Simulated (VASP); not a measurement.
# Tc (P6_3/mmc) in VASP: notebook

Runs on Tc. Level: PBE. Tasks: single point.

All numbers are computed with VASP 6.6.1; they aren't measurements. Logs are shortened: lines on timing, memory, paths and dates and some standing lists are left out, and cuts for length are marked.

## 1. The structure

It takes space group P6_3/mmc (No. 194, hexagonal). The conventional cell has a = 2.740 Å, b = 2.740 Å, c = 4.398 Å, α = 90.00°, β = 90.00°, γ = 120.00°. Tc (site symmetry -6m2) is surrounded by 12 Tc at 2.71 to 2.74 Å.

## 2. Single point, PBE

The input, INCAR:

```
SYSTEM = Tc
PREC     = Accurate       ! precision mode
ENCUT    = 550            ! plane-wave cutoff, eV
EDIFF    = 1E-6           ! SCF threshold, eV
ISMEAR   = 0              ! smearing method
SIGMA    = 0.1            ! smearing width, eV
LREAL    = .False.        ! projectors in reciprocal space
LASPH    = .True.         ! aspherical terms in the spheres
NELM     = 100            ! most SCF steps
ALGO     = Normal         ! electronic algorithm
ISIF     = 2              ! what is computed and relaxed
LWAVE    = .False.        ! write WAVECAR
LCHARG   = .False.        ! write CHGCAR
GGA      = PE             ! functional
ADDGRID  = .False.
```

The input, KPOINTS:

```
regular mesh
0
Gamma
  3 3 2
  0 0 0
```

The input, POSCAR:

```
Tc
1.0
    2.7400000000      0.0000000000      0.0000000000
   -1.3700000000      2.3729096064      0.0000000000
    0.0000000000      0.0000000000      4.3980000000
Tc
2
Direct
    0.6666666667      0.3333333333      0.7500000000
    0.3333333333      0.6666666667      0.2500000000
```

Potentials or basis: VASP PAW PBE potentials, release 64 (Tc_pv).

On the command line:

```
$ cat potpaw_PBE.64/Tc_pv/POTCAR > POTCAR
$ mpirun -np 1 vasp_std > vasp.out
```

OUTCAR:

```text
SYSTEM = Tc
   PREC = Accurate
   ENCUT = 550
   EDIFF = 1E-6
   ISMEAR = 0
   LREAL = .False.
   LASPH = .True.
   NELM = 100
   ISIF = 2
   GGA = PE

 Found      6 irreducible k-points:

 Following reciprocal coordinates:
            Coordinates               Weight
  0.000000  0.000000  0.000000      1.000000
  0.333333  0.000000  0.000000      6.000000
  0.333333  0.333333  0.000000      2.000000
  0.000000  0.000000  0.500000      1.000000
  0.333333  0.000000  0.500000      6.000000
  0.333333  0.333333  0.500000      2.000000
   k-points           NKPTS =      6   k-points in BZ     NKDIM =      6   number of bands    NBANDS=     17
   number of dos      NEDOS =    301   number of ions     NIONS =      2
   total plane-waves  NPLWV =  20736
   dimension x,y,z NGX =    24 NGY =   24 NGZ =   36
   dimension x,y,z NGXF=    48 NGYF=   48 NGZF=   72
   ions per type =               2
   NGX,Y,Z   is equivalent  to a cutoff of  14.56, 14.56, 13.61 a.u.
   NGXF,Y,Z  is equivalent  to a cutoff of  29.12, 29.12, 27.22 a.u.
 SYSTEM =  Tc
   PREC   = accura    normal or accurate (medium, high low for compatibility)
   ISTART =      0    job   : 0-new  1-cont  2-samecut
   ICHARG =      2    charge: 1-file 2-atom 10-const
   ISPIN  =      1    spin polarized calculation?
   LNONCOLLINEAR =      F non collinear calculations
   LSORBIT =      F    spin-orbit coupling
   LASPH  =      T    aspherical Exc in radial PAW
   ENCUT  =  550.0 eV  40.42 Ry    6.36 a.u.   5.24  5.24  8.41*2*pi/ulx,y,z
   NELM   =    100;   NELMIN=  2; NELMDL= -5     # of ELM steps
   EDIFF  = 0.1E-05   stopping-criterion for ELM
   LREAL  =      F    real-space projection
   EDIFFG = 0.1E-04   stopping-criterion for IOM
   NSW    =      0    number of steps for IOM
   IBRION =     -1    ionic relax: 0-MD 1-quasi-New 2-CG
   NFREE  =      0    steps in history (QN), initial steepest desc. (CG)
   ISIF   =      2    stress and relaxation
   ISYM   =      2    0-nonsym 1-usesym 2-fastsym
   POTIM  = 0.5000    time-step for ionic-motion
   TEBEG  =    0.0;   TEEND  =   0.0 temperature during run
   PSTRESS=    0.0 pullay stress
   NELECT =      26.0000    total number of electrons
   NUPDOWN=      -1.0000    fix difference up-down
   EMIN   =  10.00;   EMAX   =-10.00  energy-range for DOS
   EFERMI =   0.00;   METHOD = LEGACY
   ISMEAR =     0;   SIGMA  =   0.10  broadening in eV -4-tet -1-fermi 0-gaus
   EFERMI_NEDOS =   21; number of points for ismear=-14 and -15
   IALGO  =     38    algorithm
   IMIX   =      4    mixing-type and parameters
     AMIX     =   0.40;   BMIX     =  1.00
     AMIX_MAG =   1.60;   BMIX_MAG =  1.00
  volume/ion in A,a.u.               =      14.30        96.48
  Fermi-wavevector in a.u.,A,eV,Ry     =   1.586002  2.997108 34.224109  2.515401
  Thomas-Fermi vector in A             =   2.685380
   LORBIT       =      0    0 simple, 1 ext, 2 COOP (PROOUT), +10 PAW based schemes
   GGA     = PE    functional components
   LHFCALC =     F    Hartree Fock is set to
   AEXX    =    0.0000 exact exchange contribution
   IVDW    =     0    specifies the selected vdW correction
   LEPSILON=     F    determine dielectric tensor
   LRPA    =     F    only Hartree local field effects (RPA)
 non-spin polarized calculation
 Gauss-broadening in eV      SIGMA  =   0.10
  energy-cutoff  :      550.00
  volume of cell :       28.59
 maximum number of plane-waves:       834
 NGX is ok and might be reduce to    24
   NGX = 11   NGY = 11   NGZ = 17

 number of electron      26.0000001 magnetization

 Free energy of the ion-electron system (eV)
  ---------------------------------------------------
  ext. energy  EPLUGINS =         0.00000000
  ---------------------------------------------------
  free energy    TOTEN  =       -19.74943633 eV

  energy without entropy =      -19.70599718  energy(sigma->0) =      -19.72771676

 E-fermi :  12.5627     XC(G=0): -13.8251

 val. band max:       12.5220098580   @ k =   0.3333   0.3333   0.0000
 cond. band min:      12.6209200258   @ k =   0.3333   0.0000   0.5000
 fundamental gap:      0.0989101677
 Fermi energy:        12.5626842303

 k-point     1 :       0.0000    0.0000    0.0000
  band No.  band energies     occupation
      1     -26.8323      2.00000
      2     -25.8182      2.00000
      3     -25.8182      2.00000
      4     -25.6341      2.00000
      5     -25.6341      2.00000
      6     -25.5065      2.00000
[... 9 lines left out ...]
     16      14.3489      0.00000
     17      15.1349      0.00000

 k-point     2 :       0.3333    0.0000    0.0000
  band No.  band energies     occupation
      1     -26.5252      2.00000
      2     -26.4582      2.00000
      3     -26.3262      2.00000
      4     -26.0330      2.00000
      5     -25.7462      2.00000
      6     -25.6965      2.00000
[... 9 lines left out ...]
     16      14.5111      0.00000
     17      15.8150      0.00000

 k-point     3 :       0.3333    0.3333    0.0000
  band No.  band energies     occupation
      1     -26.5734      2.00000
      2     -26.3783      2.00000
      3     -26.3783      2.00000
      4     -26.1631      2.00000
      5     -26.0305      2.00000
      6     -26.0305      2.00000
[... 9 lines left out ...]
     16      15.2929      0.00000
     17      20.5950      0.00000

 k-point     4 :       0.0000    0.0000    0.5000
  band No.  band energies     occupation
      1     -26.1911      2.00000
      2     -26.1911      2.00000
      3     -25.7267      2.00000
      4     -25.7267      2.00000
      5     -25.7267      2.00000
      6     -25.7267      2.00000
[... 9 lines left out ...]
     16      14.4555      0.00000
     17      14.4555      0.00000

 k-point     5 :       0.3333    0.0000    0.5000
  band No.  band energies     occupation
      1     -26.6162      2.00000
      2     -26.6162      2.00000
      3     -25.8911      2.00000
      4     -25.8911      2.00000
      5     -25.8832      2.00000
      6     -25.8832      2.00000
[... 9 lines left out ...]
     16      14.8055      0.00000
     17      16.0093      0.00000

 k-point     6 :       0.3333    0.3333    0.5000
  band No.  band energies     occupation
      1     -26.6221      2.00000
      2     -26.6221      2.00000
      3     -26.3716      2.00000
      4     -26.3716      2.00000
      5     -25.7706      2.00000
      6     -25.7706      2.00000
[... 9 lines left out ...]
     16      15.2291      0.00000
     17      21.9817      0.00000

------------------------ aborting loop because EDIFF is reached ----------------------------------------

  FORCE on cell =-STRESS in cart. coord.  units (eV):
  Direction    XX          YY          ZZ          XY          YZ          ZX
  --------------------------------------------------------------------------------------
  -------------------------------------------------------------------------------------
  Total        1.8267596      1.8267596      3.7937581      0.0000000      0.0000000      0.0000000
  in kB      102.3540404    102.3540404    212.5657259      0.0000000      0.0000000      0.0000000
  external PRESSURE =     139.0912689 kB  Pullay stress =       0.0000000 kB

 VOLUME and BASIS-vectors are now :
 -----------------------------------------------------------------------------
  energy-cutoff  :      550.00
  volume of cell :       28.59
      direct lattice vectors                 reciprocal lattice vectors
     2.740000000  0.000000000  0.000000000     0.364963504  0.210711777  0.000000000
    -1.370000000  2.372909606  0.000000000     0.000000000  0.421423554  0.000000000
     0.000000000  0.000000000  4.398000000     0.000000000  0.000000000  0.227376080

 POSITION                                       TOTAL-FORCE (eV/Angst)
 -----------------------------------------------------------------------------------
      1.37000      0.79097      3.29850         0.000000      0.000000      0.000000
     -0.00000      1.58194      1.09950        -0.000000     -0.000000      0.000000
 -----------------------------------------------------------------------------------
    total drift:                               -0.000000      0.000000     -0.000000

  FREE ENERGIE OF THE ION-ELECTRON SYSTEM (eV)
  ---------------------------------------------------
  free  energy   TOTEN  =       -19.7494363326 eV

  energy  without entropy=      -19.7059971848  energy(sigma->0) =      -19.72771676
```

OSZICAR:

```text
N       E                     dE             d eps       ncg     rms          rms(c)
DAV:   1     0.315845449733E+03    0.31585E+03   -0.17320E+04   212   0.167E+03
DAV:   2    -0.134725344953E+02   -0.32932E+03   -0.32686E+03   232   0.472E+02
DAV:   3    -0.213105743131E+02   -0.78380E+01   -0.76000E+01   239   0.842E+01
DAV:   4    -0.213579338982E+02   -0.47360E-01   -0.47339E-01   215   0.733E+00
DAV:   5    -0.213583919539E+02   -0.45806E-03   -0.45805E-03   248   0.658E-01    0.236E+01
DAV:   6    -0.199551900373E+02    0.14032E+01   -0.32551E+00   213   0.182E+01    0.728E+00
DAV:   7    -0.197628495066E+02    0.19234E+00   -0.68114E-01   214   0.761E+00    0.823E-01
DAV:   8    -0.197499043269E+02    0.12945E-01   -0.10318E-02   212   0.105E+00    0.253E-01
DAV:   9    -0.197494079900E+02    0.49634E-03   -0.94222E-04   214   0.255E-01    0.555E-02
DAV:  10    -0.197494396593E+02   -0.31669E-04   -0.69492E-05   214   0.842E-02    0.990E-03
DAV:  11    -0.197494379875E+02    0.16718E-05   -0.34950E-06   177   0.215E-02    0.620E-03
DAV:  12    -0.197494363677E+02    0.16198E-05   -0.56391E-07   103   0.760E-03    0.295E-04
DAV:  13    -0.197494363326E+02    0.35082E-07   -0.93603E-08   103   0.278E-03
   1 F= -.19749436E+02 E0= -.19727717E+02  d E =-.434391E-01
```

stdout:

```text
POSCAR found type information on POSCAR Tc
 POSCAR found :  1 types and       2 ions
 scaLAPACK will be used
 LDA part: xc-table for (Slater+PW92), standard interpolation
 POSCAR, INCAR and KPOINTS ok, starting setup
 FFT: planning ... GRIDC
 FFT: planning ... GRID_SOFT
 FFT: planning ... GRID
 WAVECAR not read
 entering main loop
```

It took 12 s on 1 thread of AMD EPYC 7R43 (Zen 3), shared host; peak memory 0.11 GiB.

These settings aren't checked as converged: the numbers below hold their error.

Results:

| Quantity | Value |
| --- | --- |
| Free energy | -19.7494 eV |
| Pressure | 13.9 GPa |
| Band gap on the k mesh | none (metal or under the smearing width) |

Caveat: the k mesh is coarse (spacing up to 0.88 Å⁻¹), so the values aren't converged.

## 3. Single point, PBE

INCAR: that of step 2 with these lines changed.

```diff
@@ -2,3 +2,3 @@
 PREC     = Accurate       ! precision mode
-ENCUT    = 550            ! plane-wave cutoff, eV
+ENCUT    = 250            ! plane-wave cutoff, eV
 EDIFF    = 1E-6           ! SCF threshold, eV
```

The input, KPOINTS:

```
regular mesh
0
Gamma
  5 5 3
  0 0 0
```

POSCAR is that of step 2.

Potentials or basis: VASP PAW PBE potentials, release 64 (Tc_pv).

On the command line:

```
$ cat potpaw_PBE.64/Tc_pv/POTCAR > POTCAR
$ mpirun -np 1 vasp_std > vasp.out
```

Wall time 6 s (1 thread of AMD EPYC 7R43 (Zen 3), shared host); peak memory 0.08 GiB.

The run converged, but a check on its numbers failed (symmetry, net force, bounds or a known fault of this set-up), so they aren't taken as properties of the crystal.

Caveat: the k mesh is coarse (spacing up to 0.53 Å⁻¹), so the values aren't converged; the cutoff lies under the usual one of these potentials, so the numbers hold a large basis-set error.

## 4. Single point, PBE

INCAR: that of step 3 with these lines changed.

```diff
@@ -2,3 +2,3 @@
 PREC     = Accurate       ! precision mode
-ENCUT    = 250            ! plane-wave cutoff, eV
+ENCUT    = 350            ! plane-wave cutoff, eV
 EDIFF    = 1E-6           ! SCF threshold, eV
```

The input, KPOINTS:

```
regular mesh
0
Gamma
  4 4 3
  0 0 0
```

POSCAR is that of step 3.

On the command line:

```
$ cat potpaw_PBE.64/Tc_pv/POTCAR > POTCAR
$ mpirun -np 1 vasp_std > vasp.out
```

It took 9 s on 1 thread of AMD EPYC 7R43 (Zen 3), shared host; peak memory 0.08 GiB.

These settings aren't checked as converged: the numbers below hold their error.

What came out:

```yaml
Free_energy: -20.7735 eV
Pressure: 3.0 GPa
Band_gap_on_the_k_mesh: none (metal or under the smearing width)
```

Caveat: the k mesh is coarse (spacing up to 0.66 Å⁻¹), so the values aren't converged.

## 5. Single point, PBE

INCAR: that of step 4 with these lines changed.

```diff
@@ -2,3 +2,3 @@
 PREC     = Accurate       ! precision mode
-ENCUT    = 350            ! plane-wave cutoff, eV
+ENCUT    = 700            ! plane-wave cutoff, eV
 EDIFF    = 1E-6           ! SCF threshold, eV
```

The input, KPOINTS:

```
regular mesh
0
Gamma
  3 3 2
  0 0 0
```

POSCAR is that of step 4.

On the command line:

```
$ cat potpaw_PBE.64/Tc_pv/POTCAR > POTCAR
$ mpirun -np 1 vasp_std > vasp.out
```

Run time: 12 s. Hardware: 1 thread of AMD EPYC 7R43 (Zen 3), shared host; peak memory 0.12 GiB.

The run converged, but some of its settings lie outside the range that counts as converged, so its numbers aren't taken as properties of the crystal.

Results:

- Free energy: -19.7494 eV
- Pressure: 13.9 GPa
- Band gap on the k mesh: none (metal or under the smearing width)

Caveat: the k mesh is coarse (spacing up to 0.88 Å⁻¹), so the values aren't converged.

## 6. Single point, PBE

INCAR: that of step 5 with these lines changed.

```diff
@@ -2,3 +2,3 @@
 PREC     = Accurate       ! precision mode
-ENCUT    = 700            ! plane-wave cutoff, eV
+ENCUT    = 400            ! plane-wave cutoff, eV
 EDIFF    = 1E-6           ! SCF threshold, eV
```

The input, KPOINTS:

```
regular mesh
0
Gamma
  4 4 3
  0 0 0
```

POSCAR is that of step 5.

Potentials or basis: VASP PAW PBE potentials, release 64 (Tc_pv).

On the command line:

```
$ cat potpaw_PBE.64/Tc_pv/POTCAR > POTCAR
$ mpirun -np 1 vasp_std > vasp.out
```

Run time: 8 s. Hardware: 1 thread of AMD EPYC 7R43 (Zen 3), shared host; peak memory 0.09 GiB.

These settings aren't checked as converged: the numbers below hold their error.

Results:

```yaml
Free_energy: -20.7669 eV
Pressure: 2.7 GPa
Band_gap_on_the_k_mesh: none (metal or under the smearing width)
```

Caveat: the k mesh is coarse (spacing up to 0.66 Å⁻¹), so the values aren't converged.

## 7. For comparison

An earlier run on the cell as given: functional PBE; potentials or basis VASP PAW PBE potentials, release 64 (Tc_pv); cutoff 520 eV; k mesh 11 × 11 × 6; occupations fermi-dirac, width 0.05 eV; no spin polarisation.

* Pressure: 2.3 GPa
* Band gap on the k mesh: none (metal or under the smearing width)
